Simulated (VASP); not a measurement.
# Cu (Fm-3m) in VASP: relaxation of cell and atoms with PBE

Aim: the relaxation of cell and atoms of Cu with PBE.

Everything below comes from runs of VASP 6.6.1. Logs are shortened: lines on timing, memory, paths and dates and some standing lists are left out, and cuts for length are marked.

### Step 1. The crystal as given

The structure is cubic, space group Fm-3m (No. 225). Conventional cell: a = 3.630 Å, b = 3.630 Å, c = 3.630 Å, α = 90.00°, β = 90.00°, γ = 90.00°. Around Cu (site symmetry m-3m) lie 12 Cu at 2.57 Å.

The cell was built by a generator and needn't be a form met in nature.

### Step 2. Relaxation of cell and atoms, PBE

Input file INCAR:

```
PREC = Accurate
ENCUT = 600
EDIFF = 1E-6
ISMEAR = 1
SIGMA = 0.4
LREAL = F
LASPH = T
NELM = 80
ALGO = Normal
ISIF = 3
LWAVE = F
LCHARG = F
GGA = PE
IBRION = 2
NSW = 60
EDIFFG = -0.01
KPAR = 8
```

Input file KPOINTS:

```
regular mesh
0
Gamma
  32 32 32
```

Input file POSCAR:

```
Cu
1.0
    0.0000000000      1.8150000000      1.8150000000
    1.8150000000      0.0000000000      1.8150000000
    1.8150000000      1.8150000000      0.0000000000
Cu
1
Direct
    0.0000000000      0.0000000000      0.0000000000
```

Potentials or basis: VASP PAW PBE potentials, release 64 (Cu).

The run is started by

```bash
$ cat potpaw_PBE.64/Cu/POTCAR > POTCAR
$ mpirun -np 8 vasp_std > vasp.out
```

OUTCAR:

```text
PREC = Accurate
   ENCUT = 600
   EDIFF = 1E-6
   ISMEAR = 1
   LREAL = F
   LASPH = T
   NELM = 80
   ISIF = 3
   GGA = PE
   IBRION = 2
   NSW = 60
   EDIFFG = -0.01

 ion  position               nearest neighbor table
   1  0.000  0.000  0.000-

  LATTYP: Found a face centered cubic cell.
 ALAT       =     3.6300000000

  Lattice vectors:

 A1 = (   0.0000000000,   1.8150000000,   1.8150000000)
 A2 = (   1.8150000000,   0.0000000000,   1.8150000000)
 A3 = (   1.8150000000,   1.8150000000,   0.0000000000)

Analysis of symmetry for initial positions (statically):
=====================================================================
 Subroutine PRICEL returns:
 Original cell was already a primitive cell.

 Routine SETGRP: Setting up the symmetry group for a
 face centered cubic supercell.

 Subroutine GETGRP returns: Found 48 space group operations
 (whereof 48 operations were pure point group operations)
 out of a pool of 48 trial point group operations.

The static configuration has the point symmetry O_h .

Analysis of symmetry for dynamics (positions and initial velocities):
=====================================================================
 Subroutine PRICEL returns:
 Original cell was already a primitive cell.

 Routine SETGRP: Setting up the symmetry group for a
 face centered cubic supercell.

 Subroutine GETGRP returns: Found 48 space group operations
 (whereof 48 operations were pure point group operations)
 out of a pool of 48 trial point group operations.

The dynamic configuration has the point symmetry O_h .

 Subroutine INISYM returns: Found 48 space group operations
 (whereof 48 operations are pure point group operations),
 and found     1 'primitive' translations

----------------------------------------------------------------------------------------

                                     Primitive cell

  volume of cell :      11.9580

  direct lattice vectors                    reciprocal lattice vectors
     0.000000000  1.815000000  1.815000000    -0.275482094  0.275482094  0.275482094
     1.815000000  0.000000000  1.815000000     0.275482094 -0.275482094  0.275482094
     1.815000000  1.815000000  0.000000000     0.275482094  0.275482094 -0.275482094

  length of vectors
     2.566797616  2.566797616  2.566797616     0.477148983  0.477148983  0.477148983
[... 95 lines left out ...]
   EFERMI_NEDOS =   21; number of points for ismear=-14 and -15
   IALGO  =     38    algorithm
   IMIX   =      4    mixing-type and parameters
     AMIX     =   0.40;   BMIX     =  1.00
     AMIX_MAG =   1.60;   BMIX_MAG =  1.00
  volume/ion in A,a.u.               =      11.96        80.70
  Fermi-wavevector in a.u.,A,eV,Ry     =   1.592157  3.008740 34.490258  2.534962
  Thomas-Fermi vector in A             =   2.690585
   LORBIT       =      0    0 simple, 1 ext, 2 COOP (PROOUT), +10 PAW based schemes
   GGA     = PE    functional components
   LHFCALC =     F    Hartree Fock is set to
   AEXX    =    0.0000 exact exchange contribution
   IVDW    =     0    specifies the selected vdW correction
   LEPSILON=     F    determine dielectric tensor
   LRPA    =     F    only Hartree local field effects (RPA)
 conjugate gradient relaxation of ions
 non-spin polarized calculation
 Methfessel and Paxton  Order N= 1 SIGMA  =   0.40
  energy-cutoff  :      600.00
  volume of cell :       11.96
 maximum number of plane-waves:       415
 NGX is ok and might be reduce to    24
   NGX = 11   NGY = 11   NGZ = 11

--------------------------------------- Ionic step        1  -------------------------------------------

 number of electron      10.9999998 magnetization

 Free energy of the ion-electron system (eV)
  ---------------------------------------------------
  ext. energy  EPLUGINS =         0.00000000
  ---------------------------------------------------
  free energy    TOTEN  =        -3.72771317 eV

  energy without entropy =       -3.72780539  energy(sigma->0) =       -3.72774391

------------------------ aborting loop because EDIFF is reached ----------------------------------------

  FORCE on cell =-STRESS in cart. coord.  units (eV):
  Direction    XX          YY          ZZ          XY          YZ          ZX
  --------------------------------------------------------------------------------------
  -------------------------------------------------------------------------------------
  Total        0.0395185      0.0395185      0.0395185      0.0000000     -0.0000000      0.0000000
  in kB        5.2948155      5.2948155      5.2948155      0.0000000     -0.0000000      0.0000000
  external PRESSURE =       5.2948155 kB  Pullay stress =       0.0000000 kB
[... 57 lines left out ...]
--------------------------------------- Ionic step        3  -------------------------------------------

 number of electron      10.9999998 magnetization

 Free energy of the ion-electron system (eV)
  ---------------------------------------------------
  ext. energy  EPLUGINS =         0.00000000
  ---------------------------------------------------
  free energy    TOTEN  =        -3.72778587 eV

  energy without entropy =       -3.72787533  energy(sigma->0) =       -3.72781569

 E-fermi :   7.4032     XC(G=0): -12.6329

 val. band max:        7.3996737835   @ k =   0.4688   0.3125   0.0313
 cond. band min:       7.4098486536   @ k =  -0.4063   0.1250   0.0000
 fundamental gap:      0.0101748701
 Fermi energy:         7.4032437382

 k-point     1 :       0.0000    0.0000    0.0000
  band No.  band energies     occupation
      1      -1.8418      2.00000
      2       4.4084      2.00000
      3       4.4084      2.00000
      4       4.4084      2.00000
      5       5.2099      2.00000
      6       5.2099      2.00000
      7      29.8524      0.00000
      8      32.3722      0.00000
      9      32.3722      0.00000
[... 265 lines left out ...]
 k-point    24 :       0.2188    0.0313    0.0000
  band No.  band energies     occupation
      1      -0.3129      2.00000
      2       4.1710      2.00000
      3       4.5724      2.00000
      4       4.5764      2.00000
      5       5.1685      2.00000
      6       5.2724      2.00000
      7      21.7732      0.00000
      8      29.3256      0.00000
      9      29.5114      0.00000

 [... further k-points ...]

------------------------ aborting loop because EDIFF is reached ----------------------------------------

  FORCE on cell =-STRESS in cart. coord.  units (eV):
  Direction    XX          YY          ZZ          XY          YZ          ZX
  --------------------------------------------------------------------------------------
  -------------------------------------------------------------------------------------
  Total        0.0012860      0.0012860      0.0012860      0.0000000     -0.0000000      0.0000000
  in kB        0.1716724      0.1716724      0.1716724      0.0000000     -0.0000000      0.0000000
  external PRESSURE =       0.1716724 kB  Pullay stress =       0.0000000 kB
[... 16 lines left out ...]
  FREE ENERGIE OF THE ION-ELECTRON SYSTEM (eV)
  ---------------------------------------------------
  free  energy   TOTEN  =        -3.7277858654 eV

  energy  without entropy=       -3.7278753315  energy(sigma->0) =       -3.72781569

 reached required accuracy - stopping structural energy minimisation
```

CONTCAR:

```text
Cu
   1.00000000000000
     0.0000000000000000    1.8172249420268063    1.8172249420268063
     1.8172249420268063   -0.0000000000000000    1.8172249420268063
     1.8172249420268063    1.8172249420268063   -0.0000000000000000
  Cu
     1
Direct
     0.0000000000000000    0.0000000000000000    0.0000000000000000

  0.00000000E+00  0.00000000E+00  0.00000000E+00
```

It took 22 s on 8 MPI ranks of AMD EPYC 9R45 (Zen 5), shared host; peak memory 0.23 GiB.

What came out:

* Free energy: -3.7278 eV
* Relaxed volume: 12.00 Å³/atom
* Relaxed cell: a = 2.570 Å, b = 2.570 Å, c = 2.570 Å, α = 60.00°, β = 60.00°, γ = 60.00°
* Space group after relaxing (to 0.05 Å): Fm-3m (No. 225)
* Energy gained by relaxing: 0.1 meV/atom
* Ionic steps: 3
* Pressure after relaxing: 0.0 GPa
* Band gap on the k mesh: none (metal or under the smearing width)

Final structure:
```xyz
1
Lattice="0.0000 1.8172 1.8172 1.8172 0.0000 1.8172 1.8172 1.8172 0.0000" Properties=species:S:1:pos:R:3 pbc="T T T"
Cu    0.0000    0.0000    0.0000
```
